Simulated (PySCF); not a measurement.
Excited states between 380 and 750 nm. Vertical TDDFT excitations of isolated species (PySCF; the level stands beside each; core orbitals frozen in the response), one conformer each, no solvent. Relativistic effects are left out although some hold elements past zinc. Ions are computed without counter-ions or solvent.

1. `C#C[C@@H]1[SiH2]CC[C@H]1F` (C6H9FSi)
2. `CSc1ccncc1` (C6H7NS)
3. `CC(=S)B1OCCO1` (C4H7BO2S)
4. `C=CCN=C(C)C` (C6H11N)
5. `[SiH]Br` (BrHSi) [singlet]
6. `C1=CC=[NH+]C=C1` ([C5H6N]+)
7. `C#CS` (C2H2S)
8. `[O]=[Cr](=[O])([F])[F]` (CrF2O2)

**Question.** For which of them does the calculation put a singlet between 380 and 750 nm?

**Answer.** 3 and 5.

1. (PBE0/def2-SVPD on a GFN2-xTB geometry) 195 nm (f 0.001); 186 nm (f 0.033); 180 nm (f 0.004); 179 nm (f 0.013); 178 nm (f 0.015).
2. (CAM-B3LYP/def2-SVPD on a PBE0-D3(BJ)/def2-SVP geometry) 240 nm (f 0.004); 238 nm (f 0.007); 233 nm (f 0.229); 231 nm (f 0.000); 221 nm (f 0.000).
3. (CAM-B3LYP/def2-SVPD on a PBE0-D3(BJ)/def2-SVP geometry) 635 nm (f 0.000); 228 nm (f 0.202); 217 nm (f 0.051); 215 nm (f 0.005); 213 nm (f 0.065). S1 lies in the visible range (380 to 750 nm), at 635 nm, dark in the vertical dipole picture (f under 0.0005); light of that wavelength is red, and its complementary colour is blue-green; a Tamm–Dancoff triplet lies at 423 nm, without intensity as long as spin–orbit coupling is left out.
4. (CAM-B3LYP/def2-SVPD on a PBE0-D3(BJ)/def2-SVP geometry) 239 nm (f 0.002); 181 nm (f 0.015); 176 nm (f 0.009); 174 nm (f 0.020); 170 nm (f 0.180).
5. (PBE0/def2-SVPD on a PBE0-D3(BJ)/def2-SVP geometry) 491 nm (f 0.010); 277 nm (f 0.007); 246 nm (f 0.003); 229 nm (f 0.151); 222 nm (f 0.001). S1 lies in the visible range (380 to 750 nm), at 491 nm, f = 0.0096; light of that wavelength is green-blue to blue-green, and its complementary colour is orange to red.
6. (PBE0/def2-SVPD on a PBE0-D3(BJ)/def2-SVP geometry) 222 nm (f 0.096); 195 nm (f 0.001); 174 nm (f 0.003); 171 nm (f 0.000); 165 nm (f 0.526).
7. (wB97X-D/def2-SVPD on a PBE0-D3(BJ)/def2-SVP geometry) 249 nm (f 0.000); 200 nm (f 0.006); 199 nm (f 0.010); 193 nm (f 0.003); 176 nm (f 0.000).
8. (wB97X-D/def2-SVPD on a PBE0-D3(BJ)/def2-SVP geometry) 350 nm (f 0.000); 345 nm (f 0.003); 281 nm (f 0.000); 278 nm (f 0.005); 267 nm (f 0.000). No computed singlet lies in the visible range (380 to 750 nm); the lowest, at 350 nm, stands 0.28 eV above its violet end (3.26 eV); a Tamm–Dancoff triplet lies at 421 nm, without intensity as long as spin–orbit coupling is left out.
